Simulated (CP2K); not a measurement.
Crystal: Se.

```
Se
1.0
     4.36620    0.00000    0.00000
    -2.18310    3.78124    0.00000
     0.00000    0.00000    4.95360
Se
3
Direct
  0.77460 0.77460 0.00000
  0.00000 0.22540 0.66667
  0.22540 0.00000 0.33333
```

Base run:

| Property | Result |
| --- | --- |
| Program | CP2K 2026.2 |
| Functional | PBEsol |
| Potentials or basis | POTENTIAL_UZH Se GTH-PBE-q6; TZVP-MOLOPT-PBE-GTH basis |
| Density cutoff | 6123 eV |
| k mesh | 7 × 7 × 6 |
| Occupations | fermi-dirac, width 0.05 eV |
| Spin | no spin polarisation |

Its results: band gap on the k mesh 1.10 eV, indirect (least direct gap 1.41 eV); pressure 1.9 GPa; largest force 0.738 eV/Å.

Task: The run is repeated on the same cell with these changes: functional from PBEsol to PBE; occupations from fermi-dirac, width 0.05 eV to gaussian, width 0.02 eV. What comes out?

Result: Band gap on the k mesh 1.20 eV, indirect (least direct gap 1.46 eV); pressure 3.6 GPa; largest force 0.630 eV/Å.

Caveats: an odd mesh through Γ misses points on the zone boundary, where band edges often lie; the basis of atomic orbitals isn't converged, which shifts pressures, moduli and gaps; the potentials were made for another functional, which shifts forces and pressure (some runs).

Not every run made on this cell is shown here.
